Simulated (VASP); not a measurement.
# GaN (P6_3mc) in VASP: a series of runs

One crystal, GaN, is run at these levels: PBEsol, PBE+D3(BJ), LDA; tasks: relaxation of cell and atoms.

All numbers are computed with VASP 6.6.1; they aren't measurements. Logs are shortened: lines on timing, memory, paths and dates and some standing lists are left out, and cuts for length are marked.

## 1. The crystal as given

Symmetry: P6_3mc, No. 186, hexagonal system. Conventional cell: a = 3.180 Å, b = 3.180 Å, c = 5.166 Å, α = 90.00°, β = 90.00°, γ = 120.00°. Ga (site symmetry 3m) has 4 N at 1.94 to 1.95 Å as nearest neighbours. Around N (site symmetry 3m) lie 4 Ga at 1.94 to 1.95 Å.

## 2. Relaxation of cell and atoms, PBEsol

Input file INCAR:

```
SYSTEM = GaN
PREC = Accurate ; ENCUT = 600
EDIFF = 1E-6 ; ISMEAR = 0
SIGMA = 0.03 ; LREAL = .FALSE.
LASPH = .TRUE. ; NELM = 80
ALGO = Normal ; ISIF = 3
LWAVE = .FALSE. ; LCHARG = .FALSE.
GGA = PS ; IBRION = 2
NSW = 90 ; EDIFFG = -0.01
KPAR = 2
```

Input file KPOINTS:

```
Automatic mesh
0
G
  12 12 5
  0 0 0
```

Input file POSCAR:

```
GaN
1.0
    3.1800000000      0.0000000000      0.0000000000
   -1.5900000000      2.7539607840      0.0000000000
    0.0000000000      0.0000000000      5.1660000000
Ga N
2 2
Direct
    0.3333333333      0.6666666667      0.0000000000
    0.6666666667      0.3333333333      0.5000000000
    0.3333333333      0.6666666667      0.3750000000
    0.6666666667      0.3333333333      0.8750000000
```

Potentials or basis: VASP PAW PBE potentials, release 64 (Ga_d, N).

The run is started by

```sh
$ cat potpaw_PBE.64/Ga_d/POTCAR potpaw_PBE.64/N/POTCAR > POTCAR
$ mpirun -np 2 vasp_std > vasp.out
```

OUTCAR:

```text
SYSTEM = GaN
   PREC = Accurate
   ENCUT = 600
   EDIFF = 1E-6
   ISMEAR = 0
   LREAL = .FALSE.
   LASPH = .TRUE.
   NELM = 80
   ISIF = 3
   GGA = PS
   IBRION = 2
   NSW = 90
   EDIFFG = -0.01

 ion  position               nearest neighbor table
   1  0.333  0.667  0.000-   3 1.94   4 1.95   4 1.95   4 1.95
   2  0.667  0.333  0.500-   4 1.94   3 1.95   3 1.95   3 1.95
   3  0.333  0.667  0.375-   1 1.94   2 1.95   2 1.95   2 1.95
   4  0.667  0.333  0.875-   2 1.94   1 1.95   1 1.95   1 1.95

  LATTYP: Found a hexagonal cell.
 ALAT       =     3.1800000000
 C/A-ratio  =     1.6245283019

  Lattice vectors:

 A1 = (   3.1800000000,   0.0000000000,   0.0000000000)
 A2 = (  -1.5900000000,   2.7539607840,   0.0000000000)
 A3 = (   0.0000000000,   0.0000000000,   5.1660000000)

Analysis of symmetry for initial positions (statically):
=====================================================================
 Subroutine PRICEL returns:
 Original cell was already a primitive cell.

 Routine SETGRP: Setting up the symmetry group for a
 hexagonal supercell.

 Subroutine GETGRP returns: Found 12 space group operations
 (whereof  6 operations were pure point group operations)
 out of a pool of 24 trial point group operations.

The static configuration has the point symmetry C_3v.
 The point group associated with its full space group is C_6v.

Analysis of symmetry for dynamics (positions and initial velocities):
=====================================================================
 Subroutine PRICEL returns:
 Original cell was already a primitive cell.

 Routine SETGRP: Setting up the symmetry group for a
 hexagonal supercell.

 Subroutine GETGRP returns: Found 12 space group operations
 (whereof  6 operations were pure point group operations)
 out of a pool of 24 trial point group operations.

The dynamic configuration has the point symmetry C_3v.
 The point group associated with its full space group is C_6v.

 Subroutine INISYM returns: Found 12 space group operations
 (whereof  6 operations are pure point group operations),
 and found     1 'primitive' translations

----------------------------------------------------------------------------------------

                                     Primitive cell

  volume of cell :      45.2417

  direct lattice vectors                    reciprocal lattice vectors
     3.180000000  0.000000000  0.000000000     0.314465409  0.181556688  0.000000000
    -1.590000000  2.753960784  0.000000000     0.000000000  0.363113377  0.000000000
     0.000000000  0.000000000  5.166000000     0.000000000  0.000000000  0.193573364

  length of vectors
     3.180000000  3.180000000  5.166000000     0.363113377  0.363113377  0.193573364

  position of ions in fractional coordinates (direct lattice)
     0.333333333  0.666666667  0.000000000
     0.666666667  0.333333333  0.500000000
     0.333333333  0.666666667  0.375000000
     0.666666667  0.333333333  0.875000000

  ion indices of the primitive-cell ions
   primitive index   ion index
                 1           1
                 2           2
                 3           3
                 4           4

----------------------------------------------------------------------------------------

 KPOINTS: Automatic mesh

Automatic generation of k-mesh.
 Grid dimensions read from file:
 generate k-points for:   12   12    5

 Generating k-lattice:

  Cartesian coordinates                     Fractional coordinates (reciprocal lattice)
     0.026205451  0.015129724  0.000000000     0.083333333  0.000000000  0.000000000
     0.000000000  0.030259448  0.000000000     0.000000000  0.083333333  0.000000000
     0.000000000  0.000000000  0.038714673     0.000000000  0.000000000  0.200000000

  Length of vectors
     0.030259448  0.030259448  0.038714673

  Shift w.r.t. Gamma in fractional coordinates (k-lattice)
     0.000000000  0.000000000  0.000000000

 Subroutine IBZKPT returns following result:
 ===========================================

 Found     57 irreducible k-points:

 Following reciprocal coordinates:
            Coordinates               Weight
  0.000000  0.000000  0.000000      1.000000
  0.083333  0.000000  0.000000      6.000000
  0.166667 -0.000000  0.000000      6.000000
  0.250000  0.000000  0.000000      6.000000
  0.333333  0.000000  0.000000      6.000000
  0.416667  0.000000  0.000000      6.000000
[... 16 lines left out ...]
  0.250000  0.000000  0.200000     12.000000
  0.333333  0.000000  0.200000     12.000000
 [... further k-points ...]
   k-points           NKPTS =     57   k-points in BZ     NKDIM =     57   number of bands    NBANDS=     22
   number of dos      NEDOS =    301   number of ions     NIONS =      4
   total plane-waves  NPLWV =  32928
   dimension x,y,z NGX =    28 NGY =   28 NGZ =   42
   dimension x,y,z NGXF=    56 NGYF=   56 NGZF=   84
   ions per type =               2   2
   NGX,Y,Z   is equivalent  to a cutoff of  14.64, 14.64, 13.52 a.u.
   NGXF,Y,Z  is equivalent  to a cutoff of  29.28, 29.28, 27.03 a.u.
 SYSTEM =  GaN
   PREC   = accura    normal or accurate (medium, high low for compatibility)
   ISTART =      0    job   : 0-new  1-cont  2-samecut
   ICHARG =      2    charge: 1-file 2-atom 10-const
   ISPIN  =      1    spin polarized calculation?
   LNONCOLLINEAR =      F non collinear calculations
   LSORBIT =      F    spin-orbit coupling
   LASPH  =      T    aspherical Exc in radial PAW
   ENCUT  =  600.0 eV  44.10 Ry    6.64 a.u.   6.35  6.35 10.32*2*pi/ulx,y,z
   NELM   =     80;   NELMIN=  2; NELMDL= -5     # of ELM steps
   EDIFF  = 0.1E-05   stopping-criterion for ELM
   LREAL  =      F    real-space projection
   EDIFFG = -.1E-01   stopping-criterion for IOM
   NSW    =     90    number of steps for IOM
   IBRION =      2    ionic relax: 0-MD 1-quasi-New 2-CG
   NFREE  =      1    steps in history (QN), initial steepest desc. (CG)
   ISIF   =      3    stress and relaxation
   ISYM   =      2    0-nonsym 1-usesym 2-fastsym
   POTIM  = 0.5000    time-step for ionic-motion
   TEBEG  =    0.0;   TEEND  =   0.0 temperature during run
   PSTRESS=    0.0 pullay stress
   NELECT =      36.0000    total number of electrons
   NUPDOWN=      -1.0000    fix difference up-down
   EMIN   =  10.00;   EMAX   =-10.00  energy-range for DOS
   EFERMI =   0.00;   METHOD = LEGACY
   ISMEAR =     0;   SIGMA  =   0.03  broadening in eV -4-tet -1-fermi 0-gaus
   EFERMI_NEDOS =   21; number of points for ismear=-14 and -15
   IALGO  =     38    algorithm
   IMIX   =      4    mixing-type and parameters
     AMIX     =   0.40;   BMIX     =  1.00
     AMIX_MAG =   1.60;   BMIX_MAG =  1.00
  volume/ion in A,a.u.               =      11.31        76.33
  Fermi-wavevector in a.u.,A,eV,Ry     =   1.517036  2.866782 31.312427  2.301398
  Thomas-Fermi vector in A             =   2.626345
   LORBIT       =      0    0 simple, 1 ext, 2 COOP (PROOUT), +10 PAW based schemes
   GGA     = PS    functional components
   LHFCALC =     F    Hartree Fock is set to
   AEXX    =    0.0000 exact exchange contribution
   IVDW    =     0    specifies the selected vdW correction
   LEPSILON=     F    determine dielectric tensor
   LRPA    =     F    only Hartree local field effects (RPA)
 conjugate gradient relaxation of ions
 non-spin polarized calculation
 Gauss-broadening in eV      SIGMA  =   0.03
  energy-cutoff  :      600.00
  volume of cell :       45.24
 maximum number of plane-waves:      1529
 NGX is ok and might be reduce to    28
   NGX = 13   NGY = 13   NGZ = 21

--------------------------------------- Ionic step        1  -------------------------------------------

 number of electron      35.9999995 magnetization

 Free energy of the ion-electron system (eV)
  ---------------------------------------------------
  ext. energy  EPLUGINS =         0.00000000
  ---------------------------------------------------
  free energy    TOTEN  =       -26.26987734 eV

  energy without entropy =      -26.26987734  energy(sigma->0) =      -26.26987734

------------------------ aborting loop because EDIFF is reached ----------------------------------------

  FORCE on cell =-STRESS in cart. coord.  units (eV):
  Direction    XX          YY          ZZ          XY          YZ          ZX
  --------------------------------------------------------------------------------------
  -------------------------------------------------------------------------------------
  Total       -0.0138371     -0.0138371      0.5833860      0.0000000     -0.0000000      0.0000000
  in kB       -0.4900224     -0.4900224     20.6598583      0.0000000     -0.0000000      0.0000000
  external PRESSURE =       6.5599378 kB  Pullay stress =       0.0000000 kB
[... 175 lines left out ...]
  energy  without entropy=      -26.2718401524  energy(sigma->0) =      -26.27184015

--------------------------------------- Ionic step        6  -------------------------------------------

 number of electron      35.9999995 magnetization

 Free energy of the ion-electron system (eV)
  ---------------------------------------------------
  ext. energy  EPLUGINS =         0.00000000
  ---------------------------------------------------
  free energy    TOTEN  =       -26.27184170 eV

  energy without entropy =      -26.27184170  energy(sigma->0) =      -26.27184170

 E-fermi :   5.3983     XC(G=0): -11.9404

 val. band max:        5.2616840383   @ k =   0.0000   0.0000   0.0000
 cond. band min:       7.1673374434   @ k =   0.0000   0.0000   0.0000
 fundamental gap:      1.9056534052
 Fermi energy:         5.3982610603

 k-point     1 :       0.0000    0.0000    0.0000
  band No.  band energies     occupation
      1     -10.7769      2.00000
      2      -9.8005      2.00000
      3      -8.1478      2.00000
      4      -8.1314      2.00000
      5      -8.1314      2.00000
      6      -8.0682      2.00000
[... 574 lines left out ...]
      6      -7.9236      2.00000
[... 14 lines left out ...]
     21      12.3022      0.00000
     22      13.4429      0.00000

 [... further k-points ...]
[... 5 lines left out ...]
  --------------------------------------------------------------------------------------
  -------------------------------------------------------------------------------------
  Total        0.0083653      0.0083653     -0.0128466      0.0000000      0.0000000      0.0000000
  in kB        0.2953046      0.2953046     -0.4534988      0.0000000      0.0000000      0.0000000
  external PRESSURE =       0.0457035 kB  Pullay stress =       0.0000000 kB
[... 19 lines left out ...]
  FREE ENERGIE OF THE ION-ELECTRON SYSTEM (eV)
  ---------------------------------------------------
  free  energy   TOTEN  =       -26.2718416976 eV

  energy  without entropy=      -26.2718416976  energy(sigma->0) =      -26.27184170

 reached required accuracy - stopping structural energy minimisation
```

Wall time 71 s (2 MPI ranks of Intel Xeon 6975P-C (Granite Rapids), shared host); peak memory 0.2 GiB.

What came out:

| Quantity | Value |
| --- | --- |
| Free energy | -26.2718 eV |
| Relaxed volume | 11.35 Å³/atom |
| Relaxed cell | a = 3.180 Å, b = 3.180 Å, c = 5.184 Å, α = 90.00°, β = 90.00°, γ = 120.00° |
| Space group after relaxing (to 0.05 Å) | P6_3mc (No. 186) |
| Energy gained by relaxing | 0.5 meV/atom |
| Ionic steps | 6 |
| Pressure after relaxing | 0.0 GPa |
| Largest force after relaxing | 0.006 eV/Å |
| Band gap on the k mesh | 1.91 eV, direct |

Forces on the atoms (eV/Å):
```
Ga   0.000  0.000 -0.006
Ga   0.000  0.000 -0.006
N    0.000  0.000  0.006
N    0.000  0.000  0.006
```

Step by step:
| step | energy change (eV) | largest force (eV/Å) | pressure (GPa) | volume (Å³) |
| --- | --- | --- | --- | --- |
| 1 | 0.0000 | 0.1309 | 0.66 | 45.24 |
| 2 | -0.0005 | 0.0880 | -0.50 | 45.54 |
| 3 | -0.0020 | 0.0103 | 0.08 | 45.40 |
| 4 | -0.0019 | 0.0049 | -0.09 | 45.41 |
| 5 | -0.0020 | 0.0059 | 0.15 | 45.37 |
| 6 | -0.0020 | 0.0064 | 0.00 | 45.39 |

Final structure:
```
CELL_PARAMETERS angstrom
3.17960 0.00000 0.00000
-1.58980 2.75362 0.00000
0.00000 0.00000 5.18376
ATOMIC_POSITIONS crystal
Ga 0.33333 0.66667 0.99930
Ga 0.66667 0.33333 0.49930
N 0.33333 0.66667 0.37570
N 0.66667 0.33333 0.87570
```

Caveat: the PAW data sets were made with another functional, which shifts forces and pressure a little. Expect the measured gap to be larger: semilocal functionals such as PBEsol lack the derivative discontinuity.

## 3. Relaxation of cell and atoms, PBEsol

This run uses another cell than the first one, of 11.35 Å³/atom, 1.003 times its volume.

Input file INCAR:

```
SYSTEM = GaN
PREC = Accurate ; ENCUT = 600
EDIFF = 1E-7 ; ISMEAR = 0
SIGMA = 0.03 ; LREAL = .FALSE.
LASPH = .TRUE. ; NELM = 80
ALGO = Normal ; ISIF = 3
LWAVE = .FALSE. ; LCHARG = .FALSE.
GGA = PS ; IBRION = 2
NSW = 90 ; EDIFFG = -0.005
KPAR = 2
```

KPOINTS is that of step 2.

Input file POSCAR:

```
GaN                                     
1.0
    3.1796023882      0.0000000000      0.0000000000
   -1.5898011941      2.7536164421      0.0000000000
   -0.0000000000     -0.0000000000      5.1837589817
  Ga              N             
     2     2
Direct
     0.3333333332999970    0.6666666667000030    0.9992962203268597
     0.6666666667000030    0.3333333332999970    0.4992962203268597
     0.3333333332999970    0.6666666667000030    0.3757037796731403
     0.6666666667000030    0.3333333332999970    0.8757037796731403
```

Potentials or basis: VASP PAW PBE potentials, release 64 (Ga_d, N).

The run is started by

```sh
$ cat potpaw_PBE.64/Ga_d/POTCAR potpaw_PBE.64/N/POTCAR > POTCAR
$ mpirun -np 2 vasp_std > vasp.out
```

OUTCAR:

```text
SYSTEM = GaN
   PREC = Accurate
   ENCUT = 600
   EDIFF = 1E-7
   ISMEAR = 0
   LREAL = .FALSE.
   LASPH = .TRUE.
   NELM = 80
   ISIF = 3
   GGA = PS
   IBRION = 2
   NSW = 90
   EDIFFG = -0.005

 ion  position               nearest neighbor table
   1  0.333  0.667  0.999-   4 1.94   4 1.94   4 1.94   3 1.95
   2  0.667  0.333  0.499-   3 1.94   3 1.94   3 1.94   4 1.95
   3  0.333  0.667  0.376-   2 1.94   2 1.94   2 1.94   1 1.95
   4  0.667  0.333  0.876-   1 1.94   1 1.94   1 1.94   2 1.95

  LATTYP: Found a hexagonal cell.
[... 854 lines left out ...]
  --------------------------------------------------------------------------------------
  -------------------------------------------------------------------------------------
  Total       -0.0041251     -0.0041251     -0.0118146      0.0000000      0.0000000     -0.0000000
  in kB       -0.1455782     -0.1455782     -0.4169476      0.0000000      0.0000000     -0.0000000
  external PRESSURE =      -0.2360347 kB  Pullay stress =       0.0000000 kB

 VOLUME and BASIS-vectors are now :
 -----------------------------------------------------------------------------
  energy-cutoff  :      600.00
  volume of cell :       45.40
      direct lattice vectors                 reciprocal lattice vectors
     3.180232401  0.000000000  0.000000000     0.314442429  0.181543421  0.000000000
    -1.590116201  2.754162049  0.000000000     0.000000000  0.363086842 -0.000000000
    -0.000000000  0.000000000  5.183220776     0.000000000 -0.000000000  0.192930235

 POSITION                                       TOTAL-FORCE (eV/Angst)
 -----------------------------------------------------------------------------------
     -0.00000      1.83611      5.17928         0.000000     -0.000000     -0.002305
      1.59012      0.91805      2.58767         0.000000     -0.000000     -0.002305
     -0.00000      1.83611      1.94765        -0.000000      0.000000      0.002305
      1.59012      0.91805      4.53926        -0.000000      0.000000      0.002305
 -----------------------------------------------------------------------------------
    total drift:                               -0.000000     -0.000000      0.000104

  FREE ENERGIE OF THE ION-ELECTRON SYSTEM (eV)
  ---------------------------------------------------
  free  energy   TOTEN  =       -26.2720721387 eV

  energy  without entropy=      -26.2720721387  energy(sigma->0) =      -26.27207214

 reached required accuracy - stopping structural energy minimisation
```

OSZICAR:

```text
N       E                     dE             d eps       ncg     rms          rms(c)
DAV:   1     0.288572733571E+03    0.28857E+03   -0.20048E+04  2656   0.333E+03
DAV:   2     0.864027071938E+01   -0.27993E+03   -0.27141E+03  2728   0.560E+02
DAV:   3    -0.281998259005E+02   -0.36840E+02   -0.36411E+02  2858   0.163E+02
[... 15 lines left out ...]
DAV:   1    -0.262721081729E+02   -0.45313E-04   -0.18891E-03  3666   0.559E-01    0.402E-02
DAV:   2    -0.262720831434E+02    0.25029E-04   -0.11632E-04  3776   0.207E-01    0.201E-02
DAV:   3    -0.262720726499E+02    0.10493E-04   -0.15885E-05  3848   0.894E-02    0.491E-03
DAV:   4    -0.262720721417E+02    0.50819E-06   -0.61002E-06  2836   0.251E-02    0.911E-04
DAV:   5    -0.262720721387E+02    0.30141E-08   -0.27814E-07  2594   0.592E-03
   2 F= -.26272072E+02 E0= -.26272072E+02  d E =-.927581E-05
```

Wall time 37 s (2 MPI ranks of Intel Xeon 6975P-C (Granite Rapids), shared host); peak memory 0.21 GiB.

What came out:

| Quantity | Value |
| --- | --- |
| Free energy | -26.2721 eV |
| Relaxed volume | 11.35 Å³/atom |
| Relaxed cell | a = 3.180 Å, b = 3.180 Å, c = 5.183 Å, α = 90.00°, β = 90.00°, γ = 120.00° |
| Space group after relaxing (to 0.05 Å) | P6_3mc (No. 186) |
| Energy gained by relaxing | 0.0 meV/atom |
| Ionic steps | 2 |
| Pressure after relaxing | 0.0 GPa |
| Band gap on the k mesh | 1.91 eV, direct |

Forces in eV/Å, atoms in the order of the input:
```
Ga   0.000  0.000 -0.002
Ga   0.000  0.000 -0.002
N    0.000  0.000  0.002
N    0.000  0.000  0.002
```

Final structure:
```cif
data_structure
_symmetry_space_group_name_H-M 'P 1'
_symmetry_Int_Tables_number 1
_cell_length_a 3.1802
_cell_length_b 3.1802
_cell_length_c 5.1832
_cell_angle_alpha 90.000
_cell_angle_beta 90.000
_cell_angle_gamma 120.000
_cell_volume 45.40
loop_
_atom_site_label
_atom_site_type_symbol
_atom_site_fract_x
_atom_site_fract_y
_atom_site_fract_z
_atom_site_occupancy
Ga1 Ga 0.33333 0.66667 0.99924 1
Ga2 Ga 0.66667 0.33333 0.49924 1
N1 N 0.33333 0.66667 0.37576 1
N2 N 0.66667 0.33333 0.87576 1
```

Levels at points of the mesh, in eV from the valence-band top:
| k point | band 14 | band 15 | band 16 | band 17 | band 18 | band 19 | band 20 | band 21 | band 22 |
| --- | --- | --- | --- | --- | --- | --- | --- | --- | --- |
| (0.00, 0.00, 0.00) | -1.05 | -1.05 | -0.05 | 0.00 | 0.00 | 1.91 | 4.23 | 9.12 | 9.83 |
| (0.50, 0.00, 0.00) | -5.36 | -4.28 | -2.79 | -2.26 | -1.02 | 4.95 | 5.53 | 5.95 | 8.59 |

Caveat: the PAW data sets were made with another functional, which shifts forces and pressure a little.

(Continued in part 2 of 2.)
